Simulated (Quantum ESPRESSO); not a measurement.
# ZnS (Wurtzite-2H) (P6_3mc) in Quantum ESPRESSO: convergence with density cutoff

Aim: find how far density cutoff must go before the results for ZnS (Wurtzite-2H) settle, at PBE. This setting moves, with any that are tied to it; all else stays.

Program: Quantum ESPRESSO 7.5. These are calculated values, not measurements. Logs are shortened: lines on timing, memory, paths and dates and some standing lists are left out, and cuts for length are marked.

## (1) Starting point

Symmetry: P6_3mc, No. 186, hexagonal system. Conventional cell: a = 3.811 Å, b = 3.811 Å, c = 6.234 Å, α = 90.00°, β = 90.00°, γ = 120.00°. Around Zn (site symmetry 3m) lie 4 S at 2.31 to 2.40 Å. Around S (site symmetry 3m) lie 4 Zn at 2.31 to 2.40 Å.

## (2) With density cutoff 180 Ry

Contents of pw.in:

```
&CONTROL
  calculation = 'scf'
  prefix = 'pwscf'
  outdir = './tmp'
  pseudo_dir = './pseudo'
  tprnfor = .true.
  tstress = .true.
  disk_io = 'nowf'
/
&SYSTEM
  ibrav = 0
  nat = 4
  ntyp = 2
  ecutwfc = 45
  ecutrho = 180
  nbnd = 36
  occupations = 'smearing'
  smearing = 'fd'
  degauss = 0.00367493
/
&ELECTRONS
  conv_thr = 8d-10
  electron_maxstep = 120
  mixing_beta = 0.5
/
ATOMIC_SPECIES
Zn    65.3800 zn_pbe_v1.uspp.F.UPF
S     32.0600 s_pbe_v1.4.uspp.F.UPF
CELL_PARAMETERS angstrom
   3.8110000000    0.0000000000    0.0000000000
  -1.9055000000    3.3004228138    0.0000000000
   0.0000000000    0.0000000000    6.2340000000
ATOMIC_POSITIONS crystal
Zn     0.6666666667    0.3333333333    0.5000000000
Zn     0.3333333333    0.6666666667    0.0000000000
S      0.6666666667    0.3333333333    0.8850000000
S      0.3333333333    0.6666666667    0.3850000000
K_POINTS automatic
8 8 5 0 0 0
```

Potentials or basis: GBRV 1.5 PBE.

Started as:

```
$ OMP_NUM_THREADS=1 pw.x -in pw.in > pw.out
```

Wall time 49 s (1 thread of Arm Neoverse V2, shared host); peak memory 0.15 GiB.

Results:

```yaml
Free_energy: -13218.4537 eV
Pressure: 2.1 GPa
Largest_force: 0.322 eV/Å
Band_gap_on_the_k_mesh: 2.24 eV, direct
```

## (3) With density cutoff 225 Ry

Changes to pw.in since step 2:

```diff
@@ -14,3 +14,3 @@
   ecutwfc = 45
-  ecutrho = 180
+  ecutrho = 225
   nbnd = 36
```

Potentials or basis: GBRV 1.5 PBE.

Started as:

```
$ OMP_NUM_THREADS=1 pw.x -in pw.in > pw.out
```

Wall time 51 s (1 thread of Arm Neoverse V2, shared host); peak memory 0.18 GiB.

Results:

- Free energy: -13218.4537 eV
- Pressure: 2.1 GPa
- Largest force: 0.321 eV/Å
- Band gap on the k mesh: 2.24 eV, direct

## (4) With density cutoff 270 Ry

Changes to pw.in since step 3:

```diff
@@ -14,3 +14,3 @@
   ecutwfc = 45
-  ecutrho = 225
+  ecutrho = 270
   nbnd = 36
```

Started as:

```
$ OMP_NUM_THREADS=1 pw.x -in pw.in > pw.out
```

Wall time 52 s (1 thread of Arm Neoverse V2, shared host); peak memory 0.21 GiB.

Results:

```
Free energy            : -13218.4539 eV
Pressure               : 2.1 GPa
Largest force          : 0.321 eV/Å
Band gap on the k mesh : 2.24 eV, direct
```

## (5) With density cutoff 315 Ry

Changes to pw.in since step 4:

```diff
@@ -14,3 +14,3 @@
   ecutwfc = 45
-  ecutrho = 270
+  ecutrho = 315
   nbnd = 36
```

Started as:

```
$ OMP_NUM_THREADS=1 pw.x -in pw.in > pw.out
```

It took 54 s on 1 thread of Arm Neoverse V2, shared host; peak memory 0.25 GiB.

Results:

```
Free energy            : -13218.4539 eV
Pressure               : 2.1 GPa
Largest force          : 0.320 eV/Å
Band gap on the k mesh : 2.24 eV, direct
```

## (6) With density cutoff 360 Ry

Changes to pw.in since step 5:

```diff
@@ -14,3 +14,3 @@
   ecutwfc = 45
-  ecutrho = 315
+  ecutrho = 360
   nbnd = 36
```

Potentials or basis: GBRV 1.5 PBE.

Started as:

```
$ OMP_NUM_THREADS=1 pw.x -in pw.in > pw.out
```

Run time: 57 s. Hardware: 1 thread of Arm Neoverse V2, shared host; peak memory 0.29 GiB.

Results (log left out):

- Free energy: -13218.4539 eV
- Pressure: 2.1 GPa
- Largest force: 0.320 eV/Å
- Band gap on the k mesh: 2.24 eV, direct

## (7) With density cutoff 450 Ry

Changes to pw.in since step 6:

```diff
@@ -14,3 +14,3 @@
   ecutwfc = 45
-  ecutrho = 360
+  ecutrho = 450
   nbnd = 36
```

Started as:

```
$ OMP_NUM_THREADS=1 pw.x -in pw.in > pw.out
```

It took 61 s on 1 thread of Arm Neoverse V2, shared host; peak memory 0.38 GiB.

Results (log left out):

| Property | Result |
| --- | --- |
| Free energy | -13218.4539 eV |
| Pressure | 2.1 GPa |
| Largest force | 0.320 eV/Å |
| Band gap on the k mesh | 2.24 eV, direct |

## (8) With density cutoff 540 Ry

Changes to pw.in since step 7:

```diff
@@ -14,3 +14,3 @@
   ecutwfc = 45
-  ecutrho = 450
+  ecutrho = 540
   nbnd = 36
```

Started as:

```
$ OMP_NUM_THREADS=1 pw.x -in pw.in > pw.out
```

It took 66 s on 1 thread of Arm Neoverse V2, shared host; peak memory 0.47 GiB.

Results (log left out):

```yaml
Free_energy: -13218.4537 eV
Pressure: 2.1 GPa
Largest_force: 0.320 eV/Å
Band_gap_on_the_k_mesh: 2.24 eV, direct
```

## (9) With density cutoff 720 Ry

Changes to pw.in since step 8:

```diff
@@ -14,3 +14,3 @@
   ecutwfc = 45
-  ecutrho = 540
+  ecutrho = 720
   nbnd = 36
```

Potentials or basis: GBRV 1.5 PBE.

Started as:

```
$ OMP_NUM_THREADS=1 pw.x -in pw.in > pw.out
```

pw.out:

```text
This program is part of the open-source Quantum ESPRESSO suite
     for quantum simulation of materials; please cite
[... 6 lines left out ...]
     using ibrav=0 with symmetry is DISCOURAGED, use correct ibrav instead

     G-vector sticks info
     --------------------
     sticks:   dense  smooth     PW     G-vecs:    dense   smooth      PW
     Sum        2575     649    199               172679    21639    3453

     Using Slab Decomposition

     bravais-lattice index     =            0
     lattice parameter (alat)  =       7.2017  a.u.
     unit-cell volume          =     529.1416 (a.u.)^3
     number of atoms/cell      =            4
     number of atomic types    =            2
     number of electrons       =        52.00
     number of Kohn-Sham states=           36
     kinetic-energy cutoff     =      45.0000  Ry
     charge density cutoff     =     720.0000  Ry
     scf convergence threshold =      8.0E-10
     mixing beta               =       0.5000
     number of iterations used =            8  plain     mixing
     Exchange-correlation=  SLA  PW   PBX  PBC
                           (   1   4   3   4   0   0   0)

     celldm(1)=   7.201746  celldm(2)=   0.000000  celldm(3)=   0.000000
     celldm(4)=   0.000000  celldm(5)=   0.000000  celldm(6)=   0.000000

     crystal axes: (cart. coord. in units of alat)
               a(1) = (   1.000000   0.000000   0.000000 )
               a(2) = (  -0.500000   0.866025   0.000000 )
               a(3) = (   0.000000   0.000000   1.635791 )

     reciprocal axes: (cart. coord. in units 2 pi/alat)
               b(1) = (  1.000000  0.577350 -0.000000 )
               b(2) = (  0.000000  1.154701  0.000000 )
               b(3) = (  0.000000 -0.000000  0.611325 )

     PseudoPot. # 1 for Zn read from file:
     zn_pbe_v1.uspp.F.UPF
     Pseudo is Ultrasoft, Zval = 20.0
     Generated by new atomic code, or converted to UPF format
     Using radial grid of  943 points,  6 beta functions with:
                l(1) =   0
                l(2) =   0
                l(3) =   1
                l(4) =   1
                l(5) =   2
                l(6) =   2
     Q(r) pseudized with  8 coefficients,  rinner =    1.100   1.100   1.100
                                                       1.100   1.100

     PseudoPot. # 2 for S  read from file:
     s_pbe_v1.4.uspp.F.UPF
     Pseudo is Ultrasoft + core correction, Zval =  6.0
     Generated by new atomic code, or converted to UPF format
     Using radial grid of  907 points,  6 beta functions with:
                l(1) =   0
                l(2) =   0
                l(3) =   1
                l(4) =   1
                l(5) =   2
                l(6) =   2
     Q(r) pseudized with  8 coefficients,  rinner =    1.300   1.300   1.300
                                                       1.300   1.300

     atomic species   valence    mass     pseudopotential
     Zn               20.00    65.38000     Zn( 1.00)
     S                 6.00    32.06000     S ( 1.00)

     12 Sym. Ops. (no inversion) found ( 6 have fractional translation)

   Cartesian axes

     site n.     atom                  positions (alat units)
         1        Zn     tau(   1) = (   0.5000000   0.2886751   0.8178956  )
         2        Zn     tau(   2) = (  -0.0000000   0.5773503   0.0000000  )
         3        S      tau(   3) = (   0.5000000   0.2886751   1.4476752  )
         4        S      tau(   4) = (  -0.0000000   0.5773503   0.6297796  )

     number of k points=    30  Fermi-Dirac smearing, width (Ry)=  0.0037
                       cart. coord. in units 2pi/alat
        k(    1) = (   0.0000000   0.0000000   0.0000000), wk =   0.0062500
        k(    2) = (   0.0000000   0.0000000   0.1222650), wk =   0.0125000
        k(    3) = (   0.0000000   0.0000000   0.2445300), wk =   0.0125000
        k(    4) = (   0.0000000   0.1443376   0.0000000), wk =   0.0375000
        k(    5) = (   0.0000000   0.1443376   0.1222650), wk =   0.0750000
        k(    6) = (   0.0000000   0.1443376   0.2445300), wk =   0.0750000
[... 22 lines left out ...]
        k(   29) = (   0.2500000   0.5773503   0.1222650), wk =   0.0750000
        k(   30) = (   0.2500000   0.5773503   0.2445300), wk =   0.0750000

     Dense  grid:   172679 G-vectors     FFT dimensions: (  64,  64, 108)

     Smooth grid:    21639 G-vectors     FFT dimensions: (  32,  32,  54)

     Initial potential from superposition of free atoms

     starting charge      51.9996, renormalised to      52.0000
     Starting wfcs are   34 randomized atomic wfcs +    2 random wfcs

     Self-consistent Calculation

     iteration #  1     ecut=    45.00 Ry     beta= 0.50
     Davidson diagonalization with overlap
     ethr =  1.00E-02,  avg # of iterations =  4.2

     Threshold (ethr) on eigenvalues was too large:
     Diagonalizing with lowered threshold

     Davidson diagonalization with overlap
     ethr =  4.12E-04,  avg # of iterations =  1.5

     total energy              =    -971.47988908 Ry
     estimated scf accuracy    <       0.20731264 Ry
[... 57 lines left out ...]
     iteration # 10     ecut=    45.00 Ry     beta= 0.50
     Davidson diagonalization with overlap
     ethr =  2.87E-12,  avg # of iterations =  2.0

     End of self-consistent calculation

          k = 0.0000 0.0000 0.0000 (  2731 PWs)   bands (ev):

  -118.0600-118.0600 -72.2303 -72.2300 -72.2288 -72.2288 -72.2287 -72.2287
    -6.3652  -5.4395   0.4690   0.4690   0.5332   0.5332   0.5444   0.9523
     0.9523   1.0328   1.0328   1.1906   1.6682   5.9758   5.9758   6.8237
     6.8237   6.8343   9.0770   9.8252  13.1115  13.1115  13.4154  14.4212
    14.4212  16.1298  16.8753  16.8754
[... 83 lines left out ...]
  -118.0599-118.0599 -72.2301 -72.2301 -72.2288 -72.2288 -72.2287 -72.2287
    -5.4468  -5.2912   0.4806   0.5232   0.6431   0.6867   0.7565   0.7727
     1.0051   1.0269   1.0332   1.1236   2.3473   2.6762   4.7780   5.1450
     5.5188   5.5647  10.4114  10.8775  12.0801  12.5483  15.1077  15.3651
    15.8846  16.1963  17.6717  18.8051

          k = 0.0000-0.5774 0.0000 (  2698 PWs)   bands (ev):

  -118.0599-118.0599 -72.2301 -72.2301 -72.2289 -72.2288 -72.2287 -72.2286
    -5.4261  -5.1033   0.5067   0.6110   0.7216   0.7731   0.8127   0.8664
     1.0057   1.0650   1.1279   1.1420   2.0131   2.6200   3.6781   4.5816
     5.2761   5.8506  10.4484  11.0937  12.0105  13.9472  14.2311  15.2468
    15.8864  18.1871  18.8784  19.4655

          k = 0.0000-0.5774 0.1223 (  2700 PWs)   bands (ev):

  -118.0599-118.0599 -72.2301 -72.2301 -72.2288 -72.2288 -72.2287 -72.2287
    -5.3924  -5.1304   0.4977   0.6259   0.6470   0.7580   0.8142   0.8718
     1.0086   1.0551   1.1517   1.1667   1.8855   2.4237   4.1083   4.6900
     5.4713   5.7104  10.5081  10.5554  12.4713  13.1400  14.2743  14.9587
    16.5356  17.9280  18.6051  19.8169

          k = 0.0000-0.5774 0.2445 (  2696 PWs)   bands (ev):

  -118.0599-118.0599 -72.2301 -72.2301 -72.2288 -72.2288 -72.2287 -72.2287
    -5.3063  -5.2057   0.4920   0.5391   0.6662   0.7171   0.8263   0.8523
     1.0181   1.0350   1.1771   1.1991   1.8515   2.0769   4.9389   4.9825
     5.3686   5.5280  10.2591  10.6438  12.0012  12.2004  15.1725  15.5607
    16.4639  16.5130  18.9100  19.3300
[... 115 lines left out ...]
  -118.0599-118.0599 -72.2301 -72.2301 -72.2287 -72.2287 -72.2287 -72.2287
    -5.2042  -5.1606   0.6050   0.6559   0.6631   0.7231   0.8392   0.8415
     0.9628   0.9660   1.2632   1.3089   2.0234   2.1523   3.6662   4.1451
     5.3506   5.5840  11.2630  11.5808  12.8748  13.2882  13.9340  14.4821
    16.2518  16.4327  17.7134  17.8100

     the Fermi energy is     7.8397 ev

!    total energy              =    -971.53843140 Ry
     estimated scf accuracy    <          2.9E-11 Ry
     smearing contrib. (-TS)   =      -0.00000000 Ry
     internal energy E=F+TS    =    -971.53843140 Ry

     The total energy is F=E-TS. E is the sum of the following terms:
     one-electron contribution =    -908.87503770 Ry
     hartree contribution      =     468.37155684 Ry
     xc contribution           =    -101.41988568 Ry
     ewald contribution        =    -429.61506485 Ry

     convergence has been achieved in  10 iterations

     Forces acting on atoms (cartesian axes, Ry/au):

     atom    1 type  1   force =     0.00000000    0.00000000    0.01246444
     atom    2 type  1   force =     0.00000000    0.00000000    0.01246444
     atom    3 type  2   force =     0.00000000    0.00000000   -0.01246444
     atom    4 type  2   force =     0.00000000    0.00000000   -0.01246444

     Total force =     0.024929     Total SCF correction =     0.000004

     Computing stress (Cartesian axis) and pressure

          total   stress  (Ry/bohr**3)                   (kbar)     P=       21.20
   0.00019055  -0.00000000  -0.00000000           28.03       -0.00       -0.00
   0.00000000   0.00019055  -0.00000000            0.00       28.03       -0.00
   0.00000000   0.00000000   0.00005117            0.00        0.00        7.53

=------------------------------------------------------------------------------=
   JOB DONE.
=------------------------------------------------------------------------------=
```

It took 78 s on 1 thread of Arm Neoverse V2, shared host; peak memory 0.65 GiB.

What came out:

- Free energy: -13218.4538 eV
- Pressure: 2.1 GPa
- Largest force: 0.320 eV/Å
- Band gap on the k mesh: 2.24 eV, direct

## (10) Result

```
density cutoff  energy less the tightest run, at zero smearing (meV/atom)  SCF cycles  CPU time (s)  peak memory (GiB)
        180 Ry                                                       0.02          10            49               0.15
        225 Ry                                                       0.01          10            51               0.18
        270 Ry                                                      -0.03          10            52               0.21
        315 Ry                                                      -0.03          10            54               0.25
        360 Ry                                                      -0.04          10            57               0.29
        450 Ry                                                      -0.03          10            61               0.38
        540 Ry                                                       0.00          10            66               0.47
        720 Ry                                                       0.00          10            78               0.65
```

Against the tightest run, the energy stays within 1 meV/atom from 180 Ry on. The tightest run that finished is the yardstick and may itself not be fully converged.
